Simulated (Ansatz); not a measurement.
Runs of Ansatz 0.2.0 on FeSi2 (Linzhiite). Symmetry: P4/mmm, No. 123, tetragonal system. Conventional cell: a = 2.684 Å, b = 2.684 Å, c = 5.128 Å, α = 90.00°, β = 90.00°, γ = 90.00°. Fe (site symmetry 4/mmm) has 8 Si at 2.35 Å and 4 Fe at 2.68 Å as nearest neighbours. Si (site symmetry 4mm) has 4 Fe at 2.35 Å and 5 Si at 2.36 to 2.68 Å as nearest neighbours. 

```tsv
U	gap on the mesh (eV)	pressure (GPa)	moment (μB)	relaxed volume (Å³/atom)
Fe d U = 3 eV	none	0.0	0.16	11.86
Fe d U = 1 eV	none	0.0	0.11	11.91
Fe d U = 5 eV	none	0.0	0.16	11.84
Fe d U = 2 eV	none	0.0	0.16	11.89
Fe d U = 4 eV	none	0.0	0.16	11.85
Fe d U = 6 eV	none	0.0	(b)	13.52
Fe d U = 8 eV	none	0.0	2.54	(a)
```

Alike in all rows: task relaxation of cell and atoms; level LDA+U; potentials or basis Ansatz PAW; spin collinear, ferromagnetic start; cell relaxed; k mesh 10 × 10 × 5; cutoff (eV) 420; smearing fermi-dirac 0.05 eV.

Question: Fill in the values left out.

Answer: (a) 14.47; (b) 2.14.

Caveats: the magnetic or orbital state may not be the lowest; the plane-wave basis is chosen anew once the cell has moved, so the energies of steps on either side of that aren't comparable; the PAW data sets come from PBE, with cores solved anew for the run's functional, which leaves a small shift of forces and pressure; the U is typed as a test and isn't derived for this compound; the starting moments weren't kept (some runs); the volume moved by over 15 % at a fixed basis, so the end points are rough (some runs).

A gap of «none» marks a metal or a gap under the smearing width.

Runs at the PBE level aren't shown here.
